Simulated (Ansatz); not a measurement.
# HfO2 (Pnma) in Ansatz: band structure with revPBE

Aim: the band structure of HfO2 with revPBE.

All numbers are computed with Ansatz 0.2.0; they aren't measurements. Logs are shortened: lines on timing, memory, paths and dates and some standing lists are left out, and cuts for length are marked.

**1. The crystal as given**

Symmetry: Pnma, No. 62, orthorhombic system. Conventional cell: a = 5.556 Å, b = 3.334 Å, c = 6.505 Å, α = 90.00°, β = 90.00°, γ = 90.00°. Around Hf (site symmetry m) lie 7 O at 2.14 to 2.27 Å. Around O (site symmetry m) lie 4 Hf at 2.14 to 2.17 Å. O (site symmetry m) is surrounded by 3 Hf at 2.16 to 2.27 Å.

Measurements of this composition are mostly on another form, of space group No. 14.

**2. Band structure, revPBE**

The input, input.yaml:

```yaml
crystal:
  lattice:
    - [5.556395, 0.0, 0.0]
    - [0.0, 3.333597, 0.0]
    - [0.0, 0.0, 6.504995]
  atoms:
    - { symbol: Hf, position: [0.748682, 0.75, 0.607871] }
    - { symbol: Hf, position: [0.251318, 0.25, 0.392129] }
    - { symbol: Hf, position: [0.248682, 0.75, 0.892129] }
    - { symbol: Hf, position: [0.751318, 0.25, 0.107871] }
    - { symbol: O, position: [0.639499, 0.25, 0.4234] }
    - { symbol: O, position: [0.360501, 0.75, 0.5766] }
    - { symbol: O, position: [0.139499, 0.25, 0.0766] }
    - { symbol: O, position: [0.860501, 0.75, 0.9234] }
    - { symbol: O, position: [0.520794, 0.25, 0.841453] }
    - { symbol: O, position: [0.479206, 0.75, 0.158547] }
    - { symbol: O, position: [0.020794, 0.25, 0.658547] }
    - { symbol: O, position: [0.979206, 0.75, 0.341453] }
hamiltonian:
  xc: revpbe
  pseudopotentials: { kind: paw }
kpoints:
  mp_grid: { grid: [5, 8, 4] }
  band_path:
    path:
      - [[0.0, 0.0, 0.0], [0.0, -0.5, 0.0], [-0.5, -0.5, 0.0], [-0.5, 0.0, 0.0], [0.0, 0.0, 0.0], [0.0, 0.0, -0.5], [0.0, -0.5, -0.5], [-0.5, -0.5, -0.5], [-0.5, 0.0, -0.5], [0.0, 0.0, -0.5]]
      - [[-0.5, 0.0, 0.0], [-0.5, 0.0, -0.5]]
      - [[0.0, -0.5, -0.5], [0.0, -0.5, 0.0]]
      - [[-0.5, -0.5, 0.0], [-0.5, -0.5, -0.5]]
    npoints: 10
scf:
  occupations: { method: fermi_dirac, width: 0.05 }
  n_extra_bands: 30
output:
  forces: true
  stress: true
  eigenvalues: true
  fatbands: false
  write_density: true
  write_potential: true
  elf: true
  volumetric_format: npy
```

Potentials or basis: Ansatz PAW.

Command:

```
$ ansatz run input.yaml --threads 4 --pin off --max-ram 11264MiB --backend cpu --events-out ev --progress --plain --runs-dir out
```

What it wrote:

```text
Warning: RAYON_NUM_THREADS=4 ignored (pool sized by the plan → 4); use --threads N
scf.n_extra_bands = 30 over 76 filled bands (N_el = 152.0): the run solves 106 bands
Engine: ansatz 0.2.0, x86_64-unknown-linux-gnu
Pseudopotentials: kind: paw
Pseudopotential: Hf, paw, valence charge 26, recommended cutoff 420 eV (normal), Hf.paw.azcp
Pseudopotential: O, paw, valence charge 6, recommended cutoff 420 eV (normal), O.paw.azcp
Functional definition: revPBE
  parameter kappa = 1.245
  parameter beta = 0.06672455060314922
  exchange = pbe_x(kappa = kappa, mu = beta*pi^2/3)
  correlation = pbe_c(beta = beta)
Crystal: 12 atoms, lattice volume = 120.491 Å³
Basis set: ecut = 420 eV, 2361 PW (Γ), exchange–correlation on 80×48×90 points (8 copies of the dense FFT grid, shifted against one another)
Bands: 106, of which v1, the nominal top of the filled ones, is band 76 counted from 1 (75 counted from 0)
Symmetry: 8 space group operations
Space group: Pnma (ITA 62), of the structure as read, at distance tolerance 4.9e-5 Å
k-points: 45 of 160
Non-local potential: Hf, projectors of the file, l = 0: 3, l = 1: 2, l = 2: 2, l = 3: 3
Non-local potential: O, projectors of the file, l = 0: 2, l = 1: 2, l = 2: 1
PAW form: soft (Blöchl's): semilocal exchange-correlation on the pseudo side does not see the compensation charge
PAW frozen core: Hf, regenerated for the run's functional, and the local potential with it (the file was generated under x = pbe(κ = 0.804, μ = 0.2195149727645171), c = pbe(β = 0.06672455060314922))
PAW frozen core: O, regenerated for the run's functional, and the local potential with it (the file was generated under x = pbe(κ = 0.804, μ = 0.2195149727645171), c = pbe(β = 0.06672455060314922))
PAW one-centre angular grid: Hf, 590 points (default); XC on 64 Gauss nodes
PAW one-centre angular grid: O, 110 points (default); XC on 64 Gauss nodes
Initial density: superposition of atomic densities (neutral atoms: chi_scale 0, normalization atom), corrected by the library's trained network
Initial wavefunctions: pseudopotential atomic-orbital guess
Functional: x = revpbe(κ = 1.245, μ = 0.2195149727645171), c = pbe(β = 0.06672455060314922)
SCF iter   1: F=—  HF=-67489.842585 eV  |F-HF|=—  |Δ(HF+E_count)|=         —  Δρ=4.69e-3  dr2=2.27e-2  ethr=1.77e-3  ⟨swp⟩=5.1  Hψ=15744  notcnv=0  defer=359
preconditioner: auto → Resta (q_TF=auto, 2.836 Å⁻¹)  ε∞=4.6  [insulator: Δε(μ)=3.489 eV  Ē_g=21.289 eV  σ=0.050 eV  W_gap=1.00  n_scr=42 (ndim 8)  ℏωp=40.6 eV  f_vac=0.000  D(μ)=0.00/eV (n_scr^D=0)  ε∞_Penn≈4.6]
SCF iter   2: F=—  HF=-67489.842847 eV  |F-HF|=—  |Δ(HF+E_count)|=   2.62e-4  Δρ=2.58e-3  dr2=7.32e-3  ethr=1.49e-5  ⟨swp⟩=2.0  Hψ=6294  notcnv=0  defer=708
SCF iter   3: F=—  HF=-67489.843240 eV  |F-HF|=—  |Δ(HF+E_count)|=   3.94e-4  Δρ=4.98e-4  dr2=2.84e-4  ethr=4.81e-6  ⟨swp⟩=2.1  Hψ=6465  notcnv=0  defer=708
SCF iter   4: F=—  HF=-67489.842971 eV  |F-HF|=—  |Δ(HF+E_count)|=   2.69e-4  Δρ=2.67e-4  dr2=8.63e-5  ethr=1.87e-7  ⟨swp⟩=2.1  Hψ=7121  notcnv=0  defer=708
SCF iter   5: F=—  HF=-67489.842806 eV  |F-HF|=—  |Δ(HF+E_count)|=   1.66e-4  Δρ=7.93e-5  dr2=6.54e-6  ethr=5.68e-8  ⟨swp⟩=2.0  Hψ=6076  notcnv=0  defer=708
SCF iter   6: F=—  HF=-67489.842806 eV  |F-HF|=—  |Δ(HF+E_count)|=   2.63e-7  Δρ=1.69e-5  dr2=2.73e-7  ethr=4.31e-9  ⟨swp⟩=2.0  Hψ=6857  notcnv=0  defer=708
SCF iter   7: F=-67489.842806 eV  HF=-67489.842806 eV  |F-HF|=1.63e-8  |Δ(HF+E_count)|=   2.28e-7  Δρ=5.99e-6  dr2=2.82e-8  ethr=6.58e-11  ⟨swp⟩=14.7  Hψ=36974  notcnv=0
SCF 1 converged in 7 iterations: F = -67489.842806 eV  dr2 = 2.82e-8
NSCF: frozen V_eff on 124 k-points
SCF converged after 7 iterations
Free energy (F): -67489.842806 eV
Harris-Foulkes:  -67489.842806 eV  (|F-HF|=1.63e-8)
Internal energy: -67489.842806 eV  (E = F + TS)
E sigma→0 (E₀):  -67489.842806 eV
Fermi energy:    19.311388 eV
--- Per-component energies (eV) ---
  E_band       = 475.191164
  E_kinetic    = 3094.579353
  E_local      = -21248.990089  (includes V_loc(G=0)·N_el)
  E_nonlocal   = -4598.915432
  E_hartree    = 9813.008997
  E_xc         = -1796.532427
  E_vxc        = -1823.369480  (∫ρ·V_xc dr)
  E_paw        = -29013.568071  (= ΣΔE_a)
  E_vpaw       = 5425.854274  (= ΣTr[D̂ρ^β])
  E_aug_tail   = 0.019743  (compensation charges beyond the density's cutoff)
  E_ewald      = -23738.792418
  E_core_change = -0.652462  (= ΣΔE_core)
  E_smearing   = -0.000000  (= −TS)
  E_closure    = 0.000000  (closes the sum)
  Σ components = -67489.842806   (vs F -67489.842806, Δ=0.00e0)
--- Forces (eV/Å), atoms counted from 1 ---
  atom   1  Hf     0.01651967     0.00000000     0.06835391
  atom   2  Hf    -0.01651967     0.00000000    -0.06835391
  atom   3  Hf     0.01651967    -0.00000000    -0.06835391
  atom   4  Hf    -0.01651967    -0.00000000     0.06835391
  atom   5  O      0.01177706     0.00000000    -0.01507699
  atom   6  O     -0.01177706     0.00000000     0.01507699
  atom   7  O      0.01177706     0.00000000     0.01507699
  atom   8  O     -0.01177706     0.00000000    -0.01507699
  atom   9  O      0.01828862     0.00000000    -0.09020654
  atom  10  O     -0.01828862     0.00000000     0.09020654
  atom  11  O      0.01828862     0.00000000     0.09020654
  atom  12  O     -0.01828862     0.00000000    -0.09020654
  max |Σ_I F_I| component: 6.94e-18 eV/Å
--- Stress (GPa, compression-positive) ---
        7.254302       0.000000       0.000000
        0.000000       7.365816       0.000000
        0.000000       0.000000       7.435603
  P = ⅓ Tr σ = 7.3519 GPa (73.519 kbar)
--- Band table (eV; the first three rows and the last of 45) ---
  k-point 0: bands = ["-43.2407", "-43.2224", "-43.2219", "-43.2178", "-12.3114", "-12.1662", "-12.1069", "-12.0003", "-11.9240", "-11.8693", "-11.8491", "-11.7781", "-11.7713", "-11.7572", "-11.7480", "-11.7284", "-1.3307", "0.2953", "0.3040", "0.8224", "1.1388", "1.1568", "1.2173", "1.4031", "6.8637", "6.8810", "6.8851", "6.8889", "6.8925", "6.8927", "6.8955", "6.8988", "6.9003", "6.9008", "6.9018", "6.9081", "6.9098", "6.9100", "6.9142", "6.9179", "6.9180", "6.9213", "6.9304", "6.9332", "6.9363", "6.9408", "6.9426", "6.9439", "6.9491", "6.9598", "6.9731", "6.9746", "12.3584", "12.4395", "12.8951", "13.0320", "13.1600", "13.5932", "13.5972", "13.6529", "13.9684", "14.1634", "14.2034", "14.3972", "14.9389", "15.1127", "15.1161", "15.5992", "15.7069", "15.9873", "16.2873", "16.7005", "16.7305", "17.1949", "17.4782", "17.5257", "21.0276", "21.9399", "22.0302", "22.5726", "23.2155", "23.3802", "23.4658", "24.1324", "24.2481", "24.3081", "24.4515", "24.6301", "24.6822", "25.1311", "25.2016", "25.3985", "25.6781", "25.8290", "26.8846", "27.0383", "27.1807", "28.2598", "29.8383", "30.4785", "31.4272", "32.5786", "33.3329", "34.0415", "34.3215", "34.6194"]
  k-point 1: bands = ["-43.2388", "-43.2276", "-43.2188", "-43.2176", "-12.2788", "-12.1232", "-12.0841", "-12.0636", "-11.9163", "-11.8534", "-11.8402", "-11.8253", "-11.7914", "-11.7544", "-11.7465", "-11.7422", "-1.1421", "-0.0501", "0.3947", "0.7859", "1.1960", "1.2155", "1.2236", "1.3844", "6.8653", "6.8794", "6.8874", "6.8893", "6.8936", "6.8956", "6.8978", "6.9003", "6.9044", "6.9048", "6.9050", "6.9083", "6.9084", "6.9094", "6.9139", "6.9154", "6.9228", "6.9241", "6.9242", "6.9276", "6.9362", "6.9366", "6.9407", "6.9411", "6.9449", "6.9544", "6.9794", "6.9849", "12.2009", "12.3112", "12.7495", "12.8269", "13.2939", "13.4248", "13.7949", "13.9429", "14.0365", "14.1627", "14.5436", "14.6944", "14.7504", "15.0737", "15.2130", "15.4095", "15.6816", "16.1065", "16.4026", "16.5555", "16.9256", "17.0946", "17.1886", "17.3514", "21.3430", "22.0113", "22.0919", "22.6792", "23.0276", "23.1523", "23.2632", "23.5283", "24.4161", "24.4500", "24.5655", "24.8776", "24.8935", "24.9774", "25.3516", "25.6131", "25.9271", "25.9778", "26.5466", "26.8346", "26.9979", "27.7830", "29.9888", "30.0902", "31.9733", "33.2776", "33.5271", "33.6640", "34.1718", "34.6254"]
  k-point 2: bands = ["-43.2338", "-43.2338", "-43.2176", "-43.2176", "-12.1939", "-12.1939", "-12.0201", "-12.0201", "-11.9496", "-11.9496", "-11.8174", "-11.8174", "-11.7842", "-11.7842", "-11.7489", "-11.7489", "-0.6494", "-0.6494", "0.6017", "0.6017", "1.2273", "1.2273", "1.3249", "1.3249", "6.8710", "6.8710", "6.8906", "6.8906", "6.8985", "6.8985", "6.9032", "6.9032", "6.9040", "6.9040", "6.9074", "6.9074", "6.9076", "6.9076", "6.9170", "6.9170", "6.9199", "6.9199", "6.9276", "6.9276", "6.9369", "6.9369", "6.9403", "6.9403", "6.9409", "6.9409", "6.9881", "6.9881", "12.1293", "12.1293", "12.6499", "12.6499", "13.6461", "13.6461", "13.7178", "13.7178", "14.1694", "14.1694", "14.6552", "14.6552", "14.9408", "14.9408", "15.6123", "15.6123", "15.9453", "15.9453", "16.2482", "16.2482", "16.9748", "16.9748", "17.1348", "17.1348", "21.8706", "21.8706", "22.6121", "22.6121", "22.8665", "22.8665", "22.9668", "22.9668", "24.4755", "24.4755", "24.6120", "24.6120", "25.4244", "25.4244", "25.7340", "25.7340", "26.1968", "26.1968", "26.4822", "26.4822", "26.7034", "26.7034", "29.9954", "29.9954", "33.1668", "33.1668", "33.4606", "33.4606", "34.5071", "34.5071"]
  k-point 44: bands = ["-43.2158", "-43.2158", "-43.2124", "-43.2124", "-12.2854", "-12.2854", "-12.2426", "-12.2426", "-11.9284", "-11.9284", "-11.9252", "-11.9252", "-11.8382", "-11.8382", "-11.8091", "-11.8091", "0.3701", "0.3701", "0.4488", "0.4488", "1.0553", "1.0553", "1.0590", "1.0590", "6.8816", "6.8816", "6.8823", "6.8823", "6.9027", "6.9027", "6.9040", "6.9040", "6.9069", "6.9069", "6.9123", "6.9123", "6.9166", "6.9166", "6.9200", "6.9200", "6.9252", "6.9252", "6.9278", "6.9278", "6.9373", "6.9373", "6.9444", "6.9444", "6.9510", "6.9510", "6.9528", "6.9528", "12.0889", "12.0889", "12.2633", "12.2633", "13.0366", "13.0366", "13.1179", "13.1179", "14.1413", "14.1413", "14.6394", "14.6394", "15.8910", "15.8910", "15.9337", "15.9337", "16.2339", "16.2339", "16.3275", "16.3275", "16.7596", "16.7596", "16.8284", "16.8284", "23.1472", "23.1472", "23.6159", "23.6159", "23.7843", "23.7843", "23.9598", "23.9598", "24.8022", "24.8022", "25.1399", "25.1399", "25.4648", "25.4648", "25.4669", "25.4669", "26.1046", "26.1046", "26.1177", "26.1177", "30.5210", "30.5210", "30.6967", "30.6967", "31.4947", "31.4947", "32.3931", "32.3931", "34.7385", "34.7385"]
```

Wall time 7.3 s (4 threads of AMD EPYC 9R45 (Zen 5), shared host); peak memory 1.3 GiB.

Results:

```yaml
Free_energy: -67489.8428 eV
Pressure: 7.4 GPa
Largest_force: 0.092 eV/Å
Band_gap_on_the_k_mesh: 3.50 eV, direct
Band_gap_along_the_path: 3.50 eV, direct
```

Forces in eV/Å, atoms in the order of the input:
```
Hf   0.017  0.000  0.068
Hf  -0.017  0.000 -0.068
Hf   0.017  0.000 -0.068
Hf  -0.017  0.000  0.068
O    0.012  0.000 -0.015
O   -0.012  0.000  0.015
O    0.012  0.000  0.015
O   -0.012  0.000 -0.015
O    0.018  0.000 -0.090
O   -0.018  0.000  0.090
O    0.018  0.000  0.090
O   -0.018  0.000 -0.090
```

Levels at the corners of the path, in eV from the valence-band top:
```
point  band 73  band 74  band 75  band 76  band 77  band 78  band 79  band 80
    Γ    -0.80    -0.33    -0.05     0.00     3.50     4.41     4.50     5.05
    X    -0.77    -0.77    -0.68    -0.68     5.20     5.20     6.02     6.02
    S    -0.71    -0.71    -0.71    -0.71     5.72     5.72     5.72     5.72
    Y    -0.79    -0.79    -0.33    -0.33     4.33     4.33     5.55     5.55
    Γ    -0.80    -0.33    -0.05     0.00     3.50     4.41     4.50     5.05
    Z    -0.55    -0.55    -0.39    -0.39     4.34     4.34     5.09     5.09
    U    -0.88    -0.88    -0.77    -0.77     5.15     5.15     6.23     6.23
    R    -0.71    -0.71    -0.71    -0.71     5.87     5.87     5.87     5.87
    T    -0.84    -0.84    -0.40    -0.40     5.14     5.14     5.17     5.17
    Z    -0.55    -0.55    -0.39    -0.39     4.34     4.34     5.09     5.09
    Y    -0.79    -0.79    -0.33    -0.33     4.33     4.33     5.55     5.55
    T    -0.84    -0.84    -0.40    -0.40     5.14     5.14     5.17     5.17
    U    -0.88    -0.88    -0.77    -0.77     5.15     5.15     6.23     6.23
    X    -0.77    -0.77    -0.68    -0.68     5.20     5.20     6.02     6.02
    S    -0.71    -0.71    -0.71    -0.71     5.72     5.72     5.72     5.72
    R    -0.71    -0.71    -0.71    -0.71     5.87     5.87     5.87     5.87
```

Caveat: the pressure holds a Pulay correction of +0.9 GPa for the finite cutoff; spin-orbit coupling is left out, which moves the levels of the heavy elements; the PAW data sets come from PBE, with cores solved anew for the run's functional, which leaves a small shift of forces and pressure.
